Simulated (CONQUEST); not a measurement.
An input for CONQUEST 1.3 (KCl):

Contents of Conquest_input:

```
IO.Title KCl
IO.Coordinates geometry.in
IO.FractionalAtomicCoords F
IO.Iprint 2
IO.Iprint_init 1
General.NumberOfSpecies 2
General.PseudopotentialType hamann
AtomMove.TypeOfRun static
AtomMove.FullStress T
Grid.GridCutoff 80
DM.SolutionMethod diagon
Diag.MPMesh T
Diag.GammaCentred T
Diag.MPMeshX 4
Diag.MPMeshY 3
Diag.MPMeshZ 3
Diag.kT 0.00099223
minE.SCTolerance 1e-6
SC.MaxIters 60
IO.AtomChargeOutput T
Spin.SpinPolarised T
Spin.FixSpin F
SC.LinearMixingFactor 0.3
SC.MaxPulay 8
%block ChemicalSpeciesLabel
1 39.100 K
2 35.450 Cl
%endblock
%block K
Atom.SpinNeUp 4.7500
Atom.SpinNeDn 4.2500
%endblock
%block Cl
Atom.SpinNeUp 3.5000
Atom.SpinNeDn 3.5000
%endblock
```

coords.dat

```
    6.9945604681     0.0000000000     0.0000000000
    0.0000000000     7.3990828012     0.0000000000
    0.0000000000     0.0000000000     7.3786869872
2
  0.0000000000   0.0000000000   0.0000000000 1 T T T
  3.4972802340   3.6995414006   3.6893434936 2 T T T
```

Potentials or basis: PseudoDojo NC PBEsol, DZP, grid cutoff 80 Ha.

Command:

```console
$ OMP_NUM_THREADS=1 Conquest
```

Q: What does the program do with it?

A: The run stopped without a result. It printed:

Output:

```text
________________________________________________________________________

                                    CONQUEST

                Concurrent Order N QUantum Electronic STructure
    ________________________________________________________________________

     Conquest lead developers:
      D.R.Bowler (UCL, NIMS), T.Miyazaki (NIMS), A.Nakata (NIMS),
      L. Truflandier (U. Bordeaux)
[... 25 lines left out ...]
          label = Cl
          z =     17.00000
          zval_int, zval =      7.00000
          mass =      35.4500000000000
          self_energy =      0.00000000000000
          lmax_basis, n_orbnl =    2   5
          lmax_projs, n_pjnl =    2   6
          XC functional code =  -116133

At line 429 of file io_module.f90 (unit = 12)
Fortran runtime error: Cannot open file 'geometry.in': No such file or directory

Error termination. Backtrace:
```
